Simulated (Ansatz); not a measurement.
# Si2Mo (I4/mmm) in Ansatz: single point with PBE0

Aim: the single point of Si2Mo with PBE0.

Everything below comes from runs of Ansatz 0.2.0. Logs are shortened: lines on timing, memory, paths and dates and some standing lists are left out, and cuts for length are marked.

### Step 1. The crystal as given

Symmetry: I4/mmm, No. 139, tetragonal system. Conventional cell: a = 3.200 Å, b = 3.200 Å, c = 7.861 Å, α = 90.00°, β = 90.00°, γ = 90.00°. Mo (site symmetry 4/mmm) has 10 Si at 2.62 Å as nearest neighbours. Around Si (site symmetry 4mm) lie 5 Si at 2.61 to 2.63 Å and 5 Mo at 2.62 Å.

### Step 2. Single point, PBE0

input reads:

```
crystal:
  lattice:
    - [-1.6, 1.6, 3.9305]
    - [1.6, -1.6, 3.9305]
    - [1.6, 1.6, -3.9305]
  atoms:
    - { symbol: Mo, position: [0.0, 0.0, 0.0] }
    - { symbol: Si, position: [0.667, 0.667, 0.0] }
    - { symbol: Si, position: [0.333, 0.333, 0.0] }
hamiltonian:
  xc: pbe0
  pseudopotentials: { kind: paw }
kpoints:
  mp_grid: { grid: [8, 8, 8] }
scf:
  occupations: { method: fermi_dirac, width: 0.05 }
output:
  forces: true
  stress: true
  eigenvalues: true
```

Potentials or basis: Ansatz PAW.

The program printed:

```text
Warning: output.stress: scf.convergence.dr2_threshold = 1e-7 eV (the SCF's general default) is looser than the 3e-10 eV advised for a printed stress (1e-10 eV for each atom of the cell: 3). What an SCF threshold leaves in a stress goes as its square root, and in the free energy as the threshold itself, and one threshold admits the most on a small cell: of the crystals measured, under no hybrid functional and no lock of the moments, on runs that ended without the residual-converged pass, on stresses that held no estimate of that error, the worst erred by over 100 MPa in a component at 1e-7 eV an atom and by under 5 at 1e-10. Set scf.convergence.dr2_threshold to 3e-10 eV or tighter. The threshold is an SCF's pass mark: one that does not reach it within its budget of iterations ends unconverged, or closes short of it on a stop that the run arms, and scf.convergence.dr2_threshold's page says what that costs each kind of run
Warning: output.stress: scf.exx.energy_threshold = 1e-6 eV is looser than the 3e-8 eV advised for a stress under a hybrid functional (1e-8 eV for each atom of the cell: 3). Every SCF of the exchange loop can meet its threshold on dr2 while the loop round them stops early: no threshold on dr2 bounds what that leaves in the stress. Set scf.exx.energy_threshold to 3e-8 eV or tighter. The threshold is the loop's pass mark: a loop that does not reach it within its budget of cycles ends unconverged, and scf.exx.energy_threshold's page has the law
basis.fft_grid_basis auto: the FFT boxes are laid along the combinations [[1, 0, 1], [0, 1, 1], [0, 0, 1]] of the cell's own vectors, 3.200, 3.200 and 4.535 Å long. The dense box has 24×24×32 points. Along the cell's own vectors, as sized, it would have 32×32×32, 1.78 times as many. Of the 16 symmetry operations that the crystal satisfies within crystal.symmetry.tolerance (time reversal apart; of a slab, those that keep its plane) the dense box along the cell's own vectors carries 16, and the one as laid loses 12 of those. basis.fft_grid_basis: typed keeps the cell's own vectors: state it where this run's energies or levels are differenced outside the engine with another run's, or held beside a run that keeps those vectors.
GPUs: using 1 of 1 available (devices: 1).
Engine: ansatz 0.2.0, x86_64-unknown-linux-gnu
Pseudopotentials: kind: paw
Pseudopotential: Mo, paw, valence charge 14, recommended cutoff 420 eV (normal), Mo.paw.azcp
Pseudopotential: Si, paw, valence charge 4, recommended cutoff 420 eV (normal), Si.paw.azcp
Functional definition: PBE0
  parameter a = 0.25
  parameter kappa = 0.804
  parameter beta = 0.06672455060314922
  exchange = (1 - a)*pbe_x(kappa = kappa, mu = beta*pi^2/3) + a*exact_x
  correlation = pbe_c(beta = beta)
device memory: the entry about to start is reckoned to put 0.9 GiB on a device that reports 50.6 GiB free (of which the cap on the GPU budget leaves the run 18.0 GiB)
GPU FFT provider: cuFFT
GPU libraries: cuBLAS 13.8.2, cuFFT 12.4.0, cuSOLVER 12.3.4
Crystal: 3 atoms, lattice volume = 40.248 Å³
Basis set: ecut = 420 eV, 769 PW (Γ), FFT grids on a1+a3, a2+a3, a3, exchange–correlation on 48×48×64 points (8 copies of the dense FFT grid, shifted against one another)
Bands: 15, of which v1, the nominal top of the filled ones, is band 11 counted from 1 (10 counted from 0)
Symmetry: 16 space group operations
Space group: I4/mmm (ITA 139), of the structure as read, at distance tolerance 3.4e-5 Å
k-points: 59 of 512
Non-local potential: Mo, projectors of the file, l = 0: 3, l = 1: 2, l = 2: 2, l = 3: 1
Non-local potential: Si, projectors of the file, l = 0: 2, l = 1: 2, l = 2: 2
PAW form: soft (Blöchl's): semilocal exchange-correlation on the pseudo side does not see the compensation charge
PAW frozen core: Mo, regenerated for the run's functional, and the local potential with it (the file was generated under x = pbe(κ = 0.804, μ = 0.2195149727645171), c = pbe(β = 0.06672455060314922))
PAW frozen core: Si, regenerated for the run's functional, and the local potential with it (the file was generated under x = pbe(κ = 0.804, μ = 0.2195149727645171), c = pbe(β = 0.06672455060314922))
PAW one-centre angular grid: Mo, 590 points (default); XC on 64 Gauss nodes
PAW one-centre angular grid: Si, 110 points (default); XC on 64 Gauss nodes
Initial density: superposition of atomic densities (neutral atoms: chi_scale 0, normalization atom), corrected by the library's trained network
Initial wavefunctions: pseudopotential atomic-orbital guess
GPU buffer pool allocated for 18432 grid points (all kernels)
GPU transforms: local potential and band sums: pruned to the plane-wave sphere, on 24×24×32
Functional: x = pbe(κ = 0.804, μ = 0.2195149727645171), c = pbe(β = 0.06672455060314922), warm-up for x = 0.75 pbe(κ = 0.804, μ = 0.2195149727645171) + 0.25 exact, c = pbe(β = 0.06672455060314922)
SCF iter   1: F=—  HF=-6229.118513 eV  |F-HF|=—  |Δ(HF+E_count)|=         —  Δρ=4.46e-3  dr2=7.97e-3  ethr=1.77e-3  ⟨swp⟩=6.5  Hψ=3849  notcnv=0
preconditioner: auto → none  [insulator: Δε(μ)=0.168 eV  Ē_g=7.731 eV  σ=0.050 eV  W_gap=0.56  n_scr=10 (ndim 8)  ℏωp=21.9 eV  f_vac=0.000  D(μ)=0.23/eV (n_scr^D=0)]
iter 2 solved again at ethr=1.78e-6 eV; its pass at ethr=3.62e-5 eV (dr2=3.91e-4 eV) is discarded
SCF iter   2: F=—  HF=-6229.117149 eV  |F-HF|=—  |Δ(HF+E_count)|=   1.36e-3  Δρ=1.70e-3  dr2=3.88e-4  ethr=1.78e-6  ⟨swp⟩=2.7  Hψ=3832  notcnv=0  defer=2
[... 46 lines left out ...]
Frozen-core exchange: fock
SCF iter   1: F=—  HF=-6232.131355 eV  |F-HF|=—  |Δ(HF+E_count)|=         —  Δρ=1.02e-4  dr2=1.78e-5  ethr=1.03e-6  ⟨swp⟩=3.8  Hψ=2042  notcnv=0
preconditioner: auto → none  [insulator: Δε(μ)=0.455 eV  Ē_g=9.707 eV  σ=0.050 eV  W_gap=0.75  n_scr=10 (ndim 8)  ℏωp=21.9 eV  f_vac=0.000  D(μ)=0.12/eV (n_scr^D=0)]
SCF iter   2: F=—  HF=-6232.131354 eV  |F-HF|=—  |Δ(HF+E_count)|=   1.09e-6  Δρ=2.78e-5  dr2=1.49e-5  ethr=1.47e-8  ⟨swp⟩=3.0  Hψ=1790  notcnv=0
SCF iter   3: F=—  HF=-6232.131683 eV  |F-HF|=—  |Δ(HF+E_count)|=   3.29e-4  Δρ=4.96e-5  dr2=1.51e-6  ethr=5.06e-10  ⟨swp⟩=4.8  Hψ=2961  notcnv=0
SCF iter   4: F=—  HF=-6232.131683 eV  |F-HF|=—  |Δ(HF+E_count)|=   4.83e-7  Δρ=1.06e-5  dr2=2.63e-7  ethr=5.06e-10  ⟨swp⟩=4.0  Hψ=2451  notcnv=0
SCF iter   5: F=—  HF=-6232.131684 eV  |F-HF|=—  |Δ(HF+E_count)|=   1.35e-6  Δρ=1.32e-5  dr2=5.18e-8  ethr=1.31e-10  ⟨swp⟩=4.6  Hψ=2635  notcnv=0
SCF iter   6: F=—  HF=-6232.131684 eV  |F-HF|=—  |Δ(HF+E_count)|=   1.62e-8  Δρ=1.30e-6  dr2=1.48e-8  ethr=1.31e-10  ⟨swp⟩=2.9  Hψ=1642  notcnv=0
Mixer restart at iter 6: flushing history
SCF iter   7: F=—  HF=-6232.131684 eV  |F-HF|=—  |Δ(HF+E_count)|=   6.89e-8  Δρ=3.45e-6  dr2=3.58e-9  ethr=1.95e-12  ⟨swp⟩=4.7  Hψ=2985  notcnv=0  defer=1
SCF iter   8: F=—  HF=-6232.131684 eV  |F-HF|=—  |Δ(HF+E_count)|=   4.42e-9  Δρ=1.84e-6  dr2=2.07e-9  ethr=1.95e-12  ⟨swp⟩=4.4  Hψ=2566  notcnv=0  defer=2
SCF iter   9: F=—  HF=-6232.131684 eV  |F-HF|=—  |Δ(HF+E_count)|=  4.12e-10  Δρ=1.62e-6  dr2=2.15e-9  ethr=1.95e-12  ⟨swp⟩=4.3  Hψ=2471  notcnv=0  defer=1
SCF iter  10: F=-6232.131684 eV  HF=-6232.131684 eV  |F-HF|=2.73e-12  |Δ(HF+E_count)|=  5.61e-10  Δρ=2.19e-7  dr2=1.26e-11  ethr=1.95e-12  ⟨swp⟩=3.8  Hψ=2225  notcnv=0  defer=2
SCF 4 converged in 10 iterations: F = -6232.131684 eV  dr2 = 1.26e-11
  Residual-converged pass: ⟨swp⟩=3.0  Hψ=1816  notcnv=0  max |occ|·‖R‖ = 2.7e-7 eV (tolerance 2.7e-7 eV)  dr2=1.27e-11  dr2_onsite=8.53e-13  max |Δocc| = 2.3e-15
hybrid outer 3: dexx = +4.853e-6 eV, tail = 1.57e-6 eV, Δε = 3.64e-3 eV (about 6.64e-5 eV left of the loop's levels), ΔF = 3.62e-3 eV/Å (tail 1.56e-3)
GPU FFT provider: cuFFT
GPU libraries: cuBLAS 13.8.2, cuFFT 12.4.0, cuSOLVER 12.3.4
GPU buffer pool allocated for 18432 grid points (all kernels)
GPU transforms: local potential and band sums: pruned to the plane-wave sphere, on 24×24×32
Exchange kernel: α = 0.2500, full range, Wigner–Seitz truncation, v(0) = 25738.8328 eV·Å³, q-mesh 8×8×8, nearest image of the exchange supercell L = 25.60 Å, pair-density grid 20×20×27, without the augmentation charges, whose exchange is taken in its separable form by FFT convolution over the k-point mesh (the finest that the files' search goes to), smooth part of the exact exchange by density-matrix convolution in up to 6.33 GiB of GPU memory as planned if the GPU has room (build and FFT work areas not counted)
Frozen-core exchange: fock
SCF iter   1: F=—  HF=-6232.131684 eV  |F-HF|=—  |Δ(HF+E_count)|=         —  Δρ=1.06e-6  dr2=1.04e-10  ethr=1.31e-10  ⟨swp⟩=5.3  Hψ=2483  notcnv=0
preconditioner: auto → none  [insulator: Δε(μ)=0.453 eV  Ē_g=9.708 eV  σ=0.050 eV  W_gap=0.75  n_scr=10 (ndim 8)  ℏωp=21.9 eV  f_vac=0.000  D(μ)=0.12/eV (n_scr^D=0)]
SCF iter   2: F=-6232.131684 eV  HF=-6232.131684 eV  |F-HF|=1.27e-11  |Δ(HF+E_count)|=  3.87e-10  Δρ=5.45e-7  dr2=2.96e-11  ethr=1.00e-12  ⟨swp⟩=3.1  Hψ=1710  notcnv=0
SCF 5 converged in 2 iterations: F = -6232.131684 eV  dr2 = 2.96e-11
  Residual-converged pass: ⟨swp⟩=3.0  Hψ=2004  notcnv=0  max |occ|·‖R‖ = 2.6e-7 eV (tolerance 2.7e-7 eV)  dr2=3.03e-11  dr2_onsite=2.45e-12  max |Δocc| = 1.0e-15
hybrid outer 4: dexx = +1.209e-10 eV, tail = 6.78e-11 eV, Δε = 2.25e-5 eV (about 2.85e-6 eV left of the loop's levels), ΔF = 7.94e-6 eV/Å (tail 2.45e-5)
hybrid SCF converged: 4 outer / 21 inner (+7 warm-up), last move |dexx| = 1.21e-10 eV, tail = 6.78e-11 eV
Stability not checked: this state was not tested for a lower state beside it, because the functional holds exact exchange (a hybrid, or Hartree-Fock), whose exchange loop this test does not read (fock_operator; see scf.lower_state_search)
Free energy (F): -6232.131684 eV
Frozen-core exchange: fock
Harris-Foulkes:  -6232.131684 eV  (|F-HF|=1.27e-11)
Internal energy: -6232.130799 eV  (E = F + TS)
E sigma→0 (E₀):  -6232.131242 eV
Entropy (-TS):   -0.000885 eV (-0.295 meV/atom)
Fermi energy:    16.023488 eV
--- Per-component energies (eV) ---
  E_band       = -91.003983
  E_kinetic    = 530.212074
  E_local      = -1141.907764  (includes V_loc(G=0)·N_el)
  E_nonlocal   = 189.423518
  E_hartree    = 425.333762
  E_xc         = -231.119433
  E_vxc        = -254.657055  (∫ρ·V_xc dr)
  E_exx        = -62.828043  (= α·E_x^exact, valence–valence)
  E_paw        = -4233.177899  (= ΣΔE_a)
  E_vpaw       = -139.086355  (= ΣTr[D̂ρ^β])
  E_aug_tail   = 0.000041  (compensation charges beyond the density's cutoff)
  E_ewald      = -1707.522119
  E_core_change = -0.544936  (= ΣΔE_core)
  E_smearing   = -0.000885  (= −TS)
  E_closure    = -0.000000  (closes the sum)
  Σ components = -6232.131684   (vs F -6232.131684, Δ=-9.09e-13)
--- Forces (eV/Å), atoms counted from 1 ---
  atom   1  Mo    -0.00000000    -0.00000000    -0.00000000
  atom   2  Si    -0.00000000     0.00000000    -0.52138680
  atom   3  Si     0.00000000    -0.00000000     0.52138680
  max |Σ_I F_I| component: 1.11e-16 eV/Å
--- Stress (GPa, compression-positive) ---
       -3.023083      -0.000000      -0.000000
       -0.000000      -3.023083       0.000000
       -0.000000       0.000000      -5.966707
  P = ⅓ Tr σ = -4.0043 GPa (-40.043 kbar)
--- Band table (eV; the first three rows and the last of 59) ---
  k-point 0: bands = ["-49.2948", "-22.0816", "-21.9361", "-21.9361", "0.3133", "8.3069", "11.5808", "12.1935", "12.3469", "12.3469", "16.3609", "19.7166", "19.7655", "20.3070", "20.3070"]
  k-point 1: bands = ["-49.2885", "-22.0734", "-21.9790", "-21.9752", "0.8444", "8.7649", "10.3675", "11.1974", "12.3277", "13.5584", "14.2508", "18.9209", "20.2356", "20.4281", "20.5945"]
  k-point 2: bands = ["-49.2734", "-22.0779", "-22.0695", "-22.0531", "2.3183", "9.2570", "9.4221", "9.5379", "12.3917", "12.7967", "13.4159", "19.5838", "20.1898", "20.4480", "20.7111"]
  k-point 58: bands = ["-49.2946", "-22.1056", "-21.9368", "-21.9368", "2.3580", "4.1572", "11.6632", "13.0091", "14.8370", "14.8370", "15.1203", "15.1203", "16.6592", "21.4436", "22.2905"]
```

Run time: 71 s. Hardware: 1 × NVIDIA H100 80GB HBM3 with 2 threads of AMD EPYC 7R13 (Zen 3), shared host; peak memory 4 GiB.

What came out:

| Property | Result |
| --- | --- |
| Free energy | -6232.1317 eV |
| Pressure | -4.0 GPa |
| Largest force | 0.521 eV/Å |
| Band gap on the k mesh | none (metal or under the smearing width) |

Forces on the atoms (eV/Å):
```
Mo   0.000  0.000  0.000
Si   0.000  0.000 -0.521
Si   0.000  0.000  0.521
```

Stress tensor (GPa, compression positive):
```
-3.02  0.00  0.00
 0.00 -3.02  0.00
 0.00  0.00 -5.97
```

Levels at points of the mesh, in eV from the Fermi level:
| k point | band 8 | band 9 | band 10 | band 11 | band 12 | band 13 | band 14 | band 15 |
| --- | --- | --- | --- | --- | --- | --- | --- | --- |
| (0.00, 0.00, 0.00) | -3.83 | -3.68 | -3.68 | 0.34 | 3.69 | 3.74 | 4.28 | 4.28 |
| (0.00, 0.00, -0.50) | -6.47 | -5.69 | -4.14 | -2.00 | 3.43 | 3.67 | 3.71 | 4.05 |
| (0.00, -0.50, 0.00) | -5.66 | -3.54 | -3.48 | -1.18 | 3.33 | 3.66 | 5.00 | 5.04 |
| (-0.50, -0.50, -0.50) | -3.01 | -1.19 | -1.19 | -0.90 | -0.90 | 0.64 | 5.42 | 6.27 |

Caveat: the PAW data sets come from PBE, with cores solved anew for the run's functional, which leaves a small shift of forces and pressure; the thresholds are loose for stress.
